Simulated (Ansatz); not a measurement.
**BN: stationary points along a deformation path**

Computed with Ansatz, DFT PBEsol, scalar-relativistic, plane waves, PAW. Cutoff 420 eV, Γ-centred 12×12×12 k-points, Gaussian smearing of 0.05 eV. No spin polarisation. Energies are free energies at this smearing, counted from the undisturbed cell; pressure is positive in compression.

Reference structure (as given, not relaxed at this level; it stands at 0.6 GPa; this form isn't the usual structure):

```yaml
crystal:
  lattice:
    - [0.00000, 3.49532, 2.16609]
    - [1.25163, 0.00000, 2.16609]
    - [1.25163, 3.49532, 0.00000]
  atoms:
    - { symbol: B, position: [0.00005, 0.00005, 0.99995] }
    - { symbol: N, position: [0.66665, 0.66665, 0.33335] }
```

The cell holds layers and no dispersion correction was added, so their binding is poorly described.

At fixed volume and fractional coordinates, lengths along (0.000, 0.000, 1.000) are scaled against those across it; ρ is that ratio over its starting value. V = 9.476 Å³/atom. Δσ is the stress along the axis less the mean stress across it (compression positive).

```
    ρ  ΔE (meV/atom)  Δσ (GPa) space group
0.800          699.2    169.03         Fmm2
0.850          358.5    116.86         Fmm2
0.920           90.6     56.14         Fmm2
0.960           21.5     26.66         Fmm2
1.000            0.0      0.30         Fmm2
1.050           28.0    -29.01         Fmm2
1.100          105.3    -54.96         Fmm2
1.200          371.1    -99.16         Fmm2
1.300          742.8   -135.80         Fmm2
```

Q: How does the stress give the slope of the energy, and where is the energy stationary?

A: Along the path d ln(length) is 2/3 d ln ρ on the axis and −1/3 d ln ρ across it, so dE/d ln ρ = −(2/3) V Δσ: the energy falls with ρ where Δσ is positive. Δσ vanishes or changes sign between ρ = 1.000 and 1.050, a minimum (near 1.00 by linear interpolation). Pairs of stationary points between two samples would go unseen, and could change a minimum read from distant neighbours into a maximum.

Q: Integrate that slope from ρ = 1 to 1.200 by the trapezoid rule.

A: With V/N in Å³ and 1 eV/Å³ = 160.2 GPa the slopes at ρ = 1.000, 1.050, 1.100, 1.200 are -12, 1144, 2167, 3910 meV/atom per unit of ln ρ. The steps add 27.6 + 77.0 + 264.4 = 369.0 meV/atom, against 371.1 from the energies; the trapezoid rule misses the curvature of the slope within each step.

Forces appear on the atoms along this scan, and letting them relax would lower the energy and soften the response.

Cost: 9 runs of about 0.62 core-minutes in all, on Arm Neoverse V2 (shared hosts).